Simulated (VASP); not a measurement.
# La2O3: band structure with LDA

La2O3:

```
La O
1.0
     6.26678    0.00000    0.00000
    -3.13339    5.42719    0.00000
     0.00000    0.00000    3.29977
La O
2 3
Direct
  0.66667 0.33333 0.50000
  0.33333 0.66667 0.50000
  0.50801 0.00000 0.00000
  0.00000 0.50801 0.00000
  0.49199 0.49199 0.00000
```

The cell comes from a database or a generator and needn't be the stable form of this composition.

```json
{"Program": "VASP 6.6.1", "Task": "band structure", "Functional": "LDA", "Potentials or basis": "VASP PAW LDA potentials, release 64 (La, O)", "Cutoff": "520 eV", "k mesh": "6 × 6 × 8", "Occupations": "gaussian, width 0.02 eV", "Spin": "no spin polarisation", "Ladder": "gaps", "Further INCAR settings": "ALGO = Normal; EDIFF = 1e-06; NBANDS = 28"}
```

| Quantity | Value |
| --- | --- |
| Pressure | -3.3 GPa |
| Largest force | 0.073 eV/Å |
| Band gap on the k mesh | 1.38 eV, indirect (least direct gap 1.90 eV) |
| Band gap along the path | 1.38 eV, indirect (least direct gap 1.90 eV) |

Forces on the atoms (eV/Å):
```
La   0.000  0.000  0.000
La   0.000  0.000  0.000
O   -0.073  0.000  0.000
O    0.037 -0.064  0.000
O    0.037  0.064  0.000
```

Stress tensor (GPa, compression positive):
```
-1.70  0.00  0.00
 0.00 -1.70  0.00
 0.00  0.00 -6.35
```

Levels at the corners of the path, in eV from the valence-band top:
| point | band 17 | band 18 | band 19 | band 20 | band 21 | band 22 | band 23 | band 24 |
| --- | --- | --- | --- | --- | --- | --- | --- | --- |
| Γ | -1.03 | -1.03 | -0.74 | -0.52 | 1.38 | 3.32 | 3.86 | 3.86 |
| M | -1.70 | -1.20 | -1.17 | -0.98 | 2.56 | 3.37 | 4.12 | 4.18 |
| M | -1.70 | -1.20 | -1.17 | -0.98 | 2.56 | 3.37 | 4.12 | 4.18 |
| K | -1.47 | -1.40 | -1.40 | -1.01 | 3.06 | 3.06 | 4.02 | 4.33 |
| K | -1.47 | -1.40 | -1.40 | -1.01 | 3.06 | 3.06 | 4.02 | 4.33 |
| Γ | -1.03 | -1.03 | -0.74 | -0.52 | 1.38 | 3.32 | 3.86 | 3.86 |
| Γ | -1.03 | -1.03 | -0.74 | -0.52 | 1.38 | 3.32 | 3.86 | 3.86 |
| A | -1.22 | -1.22 | -0.34 | 0.00 | 4.11 | 4.15 | 4.21 | 4.26 |
| A | -1.22 | -1.22 | -0.34 | 0.00 | 4.11 | 4.15 | 4.21 | 4.26 |
| L | -1.62 | -1.43 | -0.70 | -0.65 | 4.14 | 4.22 | 4.25 | 4.28 |
| L | -1.62 | -1.43 | -0.70 | -0.65 | 4.14 | 4.22 | 4.25 | 4.28 |
| H | -1.76 | -1.69 | -0.73 | -0.73 | 4.25 | 4.25 | 4.29 | 4.29 |
| H | -1.76 | -1.69 | -0.73 | -0.73 | 4.25 | 4.25 | 4.29 | 4.29 |
| A | -1.22 | -1.22 | -0.34 | 0.00 | 4.11 | 4.15 | 4.21 | 4.26 |
| L | -1.62 | -1.43 | -0.70 | -0.65 | 4.14 | 4.22 | 4.25 | 4.28 |
| M | -1.70 | -1.20 | -1.17 | -0.98 | 2.56 | 3.37 | 4.12 | 4.18 |
| K | -1.47 | -1.40 | -1.40 | -1.01 | 3.06 | 3.06 | 4.02 | 4.33 |
| H | -1.76 | -1.69 | -0.73 | -0.73 | 4.25 | 4.25 | 4.29 | 4.29 |

Wall time 4.5 min on 2 MPI ranks on Intel(R) Xeon(R) Platinum 8488C (Sapphire Rapids), on a shared host, peak memory 0.31 GiB a rank.

Caveat: spin-orbit coupling is left out, which moves the levels of the heavy elements. LDA gaps usually lie below the measured ones, often by a third to a half.
